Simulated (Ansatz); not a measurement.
Crystal: SrO.

```
Sr O
1.0
     3.55329    0.00000    0.00000
    -1.77664    3.07724    0.00000
     0.00000    0.00000    6.21730
Sr O
2 2
Direct
  0.66667 0.33333 0.75000
  0.33333 0.66667 0.25000
  0.00000 0.00000 0.50000
  0.00000 0.00000 0.00000
```

Measurements of this composition are mostly on another form, of space group No. 225.

```yaml
Program: Ansatz 0.2.0
Task: single point
Functional: PBE
Potentials_or_basis: Ansatz PAW
Cutoff: "420 eV (not typed: the program's choice for these potentials)"
k_mesh: 9 × 9 × 5
Occupations: fermi-dirac, width 0.05 eV
Spin: no spin polarisation
```

On this cell: pressure 1.4 GPa; largest force under 0.003 eV/Å; band gap on the k mesh 3.08 eV, direct.

The same run follows on a disturbed copy (atoms moved at random, drawn with an rms of 0.05 Å):

```
Sr O
1.0
     3.55329    0.00000    0.00000
    -1.77664    3.07724    0.00000
     0.00000    0.00000    6.21730
Sr O
2 2
Direct
  0.66887 0.33901 0.74337
  0.33363 0.66100 0.25798
  0.00485 0.01542 0.50486
  0.01035 0.00087 0.99605
```

What does the disturbed cell give?

The energy moves by +13.0 meV/atom; pressure 1.7 GPa; largest force 0.818 eV/Å; band gap on the k mesh 3.06 eV, direct.

Forces in eV/Å, atoms in the order of the input:
```
Sr   0.040  0.021  0.817
Sr  -0.009  0.153 -0.798
O    0.024 -0.150 -0.351
O   -0.054 -0.024  0.333
```

Stress tensor (GPa, compression positive):
```
 1.84  0.01 -0.03
 0.01  1.77 -0.09
-0.03 -0.09  1.40
```

Caveats: odd divisions of the mesh miss points on the zone boundary, where band edges often lie, so the gap on the mesh can be too wide.

A k mesh can miss the band edges.
